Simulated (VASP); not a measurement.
# PtSe2 (P-3m1) in VASP: settings compared

The runs below take PtSe2 through relaxation of the atoms, with LDA, optB88-vdW, rev-vdW-DF2, PBE+D3(BJ).

Program: VASP 6.6.1. These are calculated values, not measurements. Logs are shortened: lines on timing, memory, paths and dates and some standing lists are left out, and cuts for length are marked.

### 1 The crystal as given

It takes space group P-3m1 (No. 164, trigonal). Conventional cell: a = 3.724 Å, b = 3.724 Å, c = 5.229 Å, α = 90.00°, β = 90.00°, γ = 120.00°. Pt (site symmetry -3m) has 6 Se at 2.49 Å as nearest neighbours. Around Se (site symmetry 3m) lie 3 Pt at 2.49 Å.

### 2 Relaxation of the atoms, LDA

Input file INCAR:

```
SYSTEM = PtSe2
PREC = Accurate ; ENCUT = 520
EDIFF = 1E-6 ; ISMEAR = 0
SIGMA = 0.05 ; LREAL = .FALSE.
LASPH = .TRUE. ; NELM = 100
ALGO = Normal ; ISIF = 2
LWAVE = .FALSE. ; LCHARG = .FALSE.
IBRION = 2 ; NSW = 60
EDIFFG = -0.01 ; KPAR = 2
```

Input file KPOINTS:

```
Automatic mesh
0
G
  10 10 8
  0 0 0
```

Input file POSCAR:

```
PtSe2
1.0
    3.7240000000      0.0000000000      0.0000000000
   -1.8620000000      3.2250786000      0.0000000000
    0.0000000000      0.0000000000      5.2290460000
Pt Se
1 2
Direct
    0.0000000000      0.0000000000      0.0000000000
    0.3333333300      0.6666666700      0.2420135500
    0.6666666700      0.3333333300      0.7579864500
```

Potentials or basis: VASP PAW LDA potentials, release 64 (Pt, Se).

Run with:

```
$ cat potpaw_LDA.64/Pt/POTCAR potpaw_LDA.64/Se/POTCAR > POTCAR
$ mpirun -np 2 vasp_std > vasp.out
```

OUTCAR:

```text
SYSTEM = PtSe2
   PREC = Accurate
   ENCUT = 520
   EDIFF = 1E-6
   ISMEAR = 0
   LREAL = .FALSE.
   LASPH = .TRUE.
   NELM = 100
   ISIF = 2
   IBRION = 2
   NSW = 60
   EDIFFG = -0.01

 ion  position               nearest neighbor table
   1  0.000  0.000  0.000-   2 2.49   3 2.49   2 2.49   3 2.49   3 2.49   2 2.49
   2  0.333  0.667  0.242-   1 2.49   1 2.49   1 2.49
   3  0.667  0.333  0.758-   1 2.49   1 2.49   1 2.49

  LATTYP: Found a hexagonal cell.
 ALAT       =     3.7240000000
 C/A-ratio  =     1.4041476907

  Lattice vectors:

 A1 = (   3.7240000000,   0.0000000000,   0.0000000000)
 A2 = (  -1.8620000000,   3.2250786000,   0.0000000000)
 A3 = (   0.0000000000,   0.0000000000,   5.2290460000)

Analysis of symmetry for initial positions (statically):
=====================================================================
 Subroutine PRICEL returns:
 Original cell was already a primitive cell.

 Routine SETGRP: Setting up the symmetry group for a
 hexagonal supercell.

 Subroutine GETGRP returns: Found 12 space group operations
 (whereof 12 operations were pure point group operations)
 out of a pool of 24 trial point group operations.

The static configuration has the point symmetry D_3d.

Analysis of symmetry for dynamics (positions and initial velocities):
=====================================================================
 Subroutine PRICEL returns:
 Original cell was already a primitive cell.

 Routine SETGRP: Setting up the symmetry group for a
 hexagonal supercell.

 Subroutine GETGRP returns: Found 12 space group operations
 (whereof 12 operations were pure point group operations)
 out of a pool of 24 trial point group operations.

The dynamic configuration has the point symmetry D_3d.

 Subroutine INISYM returns: Found 12 space group operations
 (whereof 12 operations are pure point group operations),
 and found     1 'primitive' translations

----------------------------------------------------------------------------------------

                                     Primitive cell

  volume of cell :      62.8019

  direct lattice vectors                    reciprocal lattice vectors
     3.724000000  0.000000000  0.000000000     0.268528464  0.155034981  0.000000000
    -1.862000000  3.225078600  0.000000000     0.000000000  0.310069962  0.000000000
     0.000000000  0.000000000  5.229046000     0.000000000  0.000000000  0.191239473

  length of vectors
     3.724000000  3.723999997  5.229046000     0.310069962  0.310069962  0.191239473

  position of ions in fractional coordinates (direct lattice)
     0.000000000  0.000000000  0.000000000
     0.333333330  0.666666670  0.242013550
     0.666666670  0.333333330  0.757986450

  ion indices of the primitive-cell ions
   primitive index   ion index
                 1           1
                 2           2
                 3           3

----------------------------------------------------------------------------------------

 KPOINTS: Automatic mesh

Automatic generation of k-mesh.
 Grid dimensions read from file:
 generate k-points for:   10   10    8

 Generating k-lattice:

  Cartesian coordinates                     Fractional coordinates (reciprocal lattice)
     0.026852846  0.015503498  0.000000000     0.100000000 -0.000000000  0.000000000
     0.000000000  0.031006996  0.000000000     0.000000000  0.100000000  0.000000000
     0.000000000  0.000000000  0.023904934     0.000000000  0.000000000  0.125000000

  Length of vectors
     0.031006996  0.031006996  0.023904934

  Shift w.r.t. Gamma in fractional coordinates (k-lattice)
     0.000000000  0.000000000  0.000000000

 Subroutine IBZKPT returns following result:
 ===========================================

 Found     94 irreducible k-points:

 Following reciprocal coordinates:
            Coordinates               Weight
  0.000000  0.000000  0.000000      1.000000
  0.100000  0.000000  0.000000      6.000000
  0.200000  0.000000  0.000000      6.000000
  0.300000  0.000000  0.000000      6.000000
  0.400000  0.000000  0.000000      6.000000
  0.500000  0.000000  0.000000      3.000000
[... 16 lines left out ...]
  0.000000  0.400000  0.125000      6.000000
  0.500000  0.000000  0.125000      6.000000
 [... further k-points ...]
   k-points           NKPTS =     94   k-points in BZ     NKDIM =     94   number of bands    NBANDS=     15
   number of dos      NEDOS =    301   number of ions     NIONS =      3
   total plane-waves  NPLWV =  31360
   dimension x,y,z NGX =    28 NGY =   28 NGZ =   40
   dimension x,y,z NGXF=    56 NGYF=   56 NGZF=   80
   ions per type =               1   2
   NGX,Y,Z   is equivalent  to a cutoff of  12.50, 12.50, 12.72 a.u.
   NGXF,Y,Z  is equivalent  to a cutoff of  25.00, 25.00, 25.43 a.u.
 SYSTEM =  PtSe2
   PREC   = accura    normal or accurate (medium, high low for compatibility)
   ISTART =      0    job   : 0-new  1-cont  2-samecut
   ICHARG =      2    charge: 1-file 2-atom 10-const
   ISPIN  =      1    spin polarized calculation?
   LNONCOLLINEAR =      F non collinear calculations
   LSORBIT =      F    spin-orbit coupling
   LASPH  =      T    aspherical Exc in radial PAW
   ENCUT  =  520.0 eV  38.22 Ry    6.18 a.u.   6.92  6.92  9.72*2*pi/ulx,y,z
   NELM   =    100;   NELMIN=  2; NELMDL= -5     # of ELM steps
   EDIFF  = 0.1E-05   stopping-criterion for ELM
   LREAL  =      F    real-space projection
   EDIFFG = -.1E-01   stopping-criterion for IOM
   NSW    =     60    number of steps for IOM
   IBRION =      2    ionic relax: 0-MD 1-quasi-New 2-CG
   NFREE  =      1    steps in history (QN), initial steepest desc. (CG)
   ISIF   =      2    stress and relaxation
   ISYM   =      2    0-nonsym 1-usesym 2-fastsym
   POTIM  = 0.5000    time-step for ionic-motion
   TEBEG  =    0.0;   TEEND  =   0.0 temperature during run
   PSTRESS=    0.0 pullay stress
   NELECT =      22.0000    total number of electrons
   NUPDOWN=      -1.0000    fix difference up-down
   EMIN   =  10.00;   EMAX   =-10.00  energy-range for DOS
   EFERMI =   0.00;   METHOD = LEGACY
   ISMEAR =     0;   SIGMA  =   0.05  broadening in eV -4-tet -1-fermi 0-gaus
   EFERMI_NEDOS =   21; number of points for ismear=-14 and -15
   IALGO  =     38    algorithm
   IMIX   =      4    mixing-type and parameters
     AMIX     =   0.40;   BMIX     =  1.00
     AMIX_MAG =   1.60;   BMIX_MAG =  1.00
  volume/ion in A,a.u.               =      20.93       141.27
  Fermi-wavevector in a.u.,A,eV,Ry     =   1.154051  2.180840 18.120690  1.331833
  Thomas-Fermi vector in A             =   2.290690
   LORBIT       =      0    0 simple, 1 ext, 2 COOP (PROOUT), +10 PAW based schemes
   GGA     = CA    functional components
   LHFCALC =     F    Hartree Fock is set to
   AEXX    =    0.0000 exact exchange contribution
   IVDW    =     0    specifies the selected vdW correction
   LEPSILON=     F    determine dielectric tensor
   LRPA    =     F    only Hartree local field effects (RPA)
 conjugate gradient relaxation of ions
 non-spin polarized calculation
 Gauss-broadening in eV      SIGMA  =   0.05
  energy-cutoff  :      520.00
  volume of cell :       62.80
 maximum number of plane-waves:      1706
   NGX = 13   NGY = 13   NGZ = 19

--------------------------------------- Ionic step        1  -------------------------------------------

 number of electron      21.9999998 magnetization

 Free energy of the ion-electron system (eV)
  ---------------------------------------------------
  ext. energy  EPLUGINS =         0.00000000
  ---------------------------------------------------
  free energy    TOTEN  =       -17.02918174 eV

  energy without entropy =      -17.02831047  energy(sigma->0) =      -17.02874610

------------------------ aborting loop because EDIFF is reached ----------------------------------------

  FORCE on cell =-STRESS in cart. coord.  units (eV):
  Direction    XX          YY          ZZ          XY          YZ          ZX
  --------------------------------------------------------------------------------------
  -------------------------------------------------------------------------------------
  Total       -0.1141931     -0.1141931     -0.4887281      0.0000000      0.0000000      0.0000000
  in kB       -2.9132520     -2.9132520    -12.4682488      0.0000000      0.0000000      0.0000000
  external PRESSURE =      -6.0982510 kB  Pullay stress =       0.0000000 kB
[... 59 lines left out ...]
  energy  without entropy=      -17.0312831614  energy(sigma->0) =      -17.03172550

--------------------------------------- Ionic step        3  -------------------------------------------

 number of electron      21.9999998 magnetization

 Free energy of the ion-electron system (eV)
  ---------------------------------------------------
  ext. energy  EPLUGINS =         0.00000000
  ---------------------------------------------------
  free energy    TOTEN  =       -17.03292896 eV

  energy without entropy =      -17.03205864  energy(sigma->0) =      -17.03249380

 E-fermi :   6.0927     XC(G=0): -10.7210

 val. band max:        6.0149618735   @ k =   0.0000   0.3000   0.2500
 cond. band min:       6.1012674222   @ k =   0.3000   0.3000   0.0000
 fundamental gap:      0.0863055487
 Fermi energy:         6.0927139300

 k-point     1 :       0.0000    0.0000    0.0000
  band No.  band energies     occupation
      1      -9.4227      2.00000
      2      -6.8480      2.00000
      3      -0.9320      2.00000
      4      -0.2592      2.00000
      5      -0.2592      2.00000
      6       2.1494      2.00000
      7       2.1494      2.00000
      8       3.5426      2.00000
      9       5.0862      2.00000
     10       5.0862      2.00000
     11       6.3286      0.00000
     12       7.6504      0.00000
     13       7.6504      0.00000
     14       9.8131      0.00000
     15      10.0253      0.00000
[... 397 lines left out ...]
 k-point    24 :       0.5000    0.0000    0.1250
  band No.  band energies     occupation
      1      -7.6838      2.00000
      2      -7.5358      2.00000
      3      -1.1883      2.00000
      4       0.3103      2.00000
      5       0.7549      2.00000
      6       1.6899      2.00000
      7       2.5502      2.00000
      8       2.6759      2.00000
      9       2.8343      2.00000
     10       2.8418      2.00000
     11       3.3262      2.00000
     12       6.9920      0.00000
     13       8.1377      0.00000
     14      10.4157      0.00000
     15      11.4544      0.00000

 [... further k-points ...]

------------------------ aborting loop because EDIFF is reached ----------------------------------------

  FORCE on cell =-STRESS in cart. coord.  units (eV):
  Direction    XX          YY          ZZ          XY          YZ          ZX
  --------------------------------------------------------------------------------------
  -------------------------------------------------------------------------------------
  Total       -0.5299736     -0.5299736     -1.0314430      0.0000000      0.0000000      0.0000000
  in kB      -13.5204875    -13.5204875    -26.3137887      0.0000000      0.0000000      0.0000000
  external PRESSURE =     -17.7849212 kB  Pullay stress =       0.0000000 kB
[... 18 lines left out ...]
  FREE ENERGIE OF THE ION-ELECTRON SYSTEM (eV)
  ---------------------------------------------------
  free  energy   TOTEN  =       -17.0329289585 eV

  energy  without entropy=      -17.0320586373  energy(sigma->0) =      -17.03249380

 reached required accuracy - stopping structural energy minimisation
```

Run time: 27 s. Hardware: 2 MPI ranks of Intel Xeon 6975P-C (Granite Rapids), shared host; peak memory 0.21 GiB.

Results:

```yaml
Free_energy: -17.0329 eV
Energy_gained_by_relaxing: 1.2 meV/atom
Ionic_steps: 3
Pressure_after_relaxing: -1.8 GPa
Band_gap_on_the_k_mesh: none (metal or under the smearing width)
```

Step by step:
```
step  energy change (eV)  largest force (eV/Å)  pressure (GPa)
   1              0.0000                0.2066           -0.61
   2             -0.0030                0.0932           -1.26
   3             -0.0037                0.0004           -1.78
```

Final structure:
```
Pt Se
1.0
     3.72400    0.00000    0.00000
    -1.86200    3.22508    0.00000
     0.00000    0.00000    5.22905
Pt Se
1 2
Direct
  0.00000 0.00000 0.00000
  0.33333 0.66667 0.24549
  0.66667 0.33333 0.75451
```

Levels at points of the mesh, in eV from the Fermi level:
| k point | band 8 | band 9 | band 10 | band 11 | band 12 | band 13 | band 14 | band 15 |
| --- | --- | --- | --- | --- | --- | --- | --- | --- |
| (0.00, 0.00, 0.00) | -2.55 | -1.01 | -1.01 | 0.24 | 1.56 | 1.56 | 3.72 | 3.93 |
| (0.50, 0.00, 0.00) | -3.41 | -3.34 | -3.33 | -2.94 | 0.69 | 2.23 | 4.62 | 5.63 |
| (0.00, 0.00, 0.50) | -2.92 | -1.73 | -1.35 | -1.35 | 2.23 | 2.23 | 4.69 | 6.05 |
| (0.50, 0.00, 0.50) | -3.42 | -3.14 | -2.77 | -1.46 | 1.09 | 1.48 | 4.29 | 4.65 |

Spin-orbit coupling is left out, which matters for the levels of Pt.

[end of part 1 of 2]
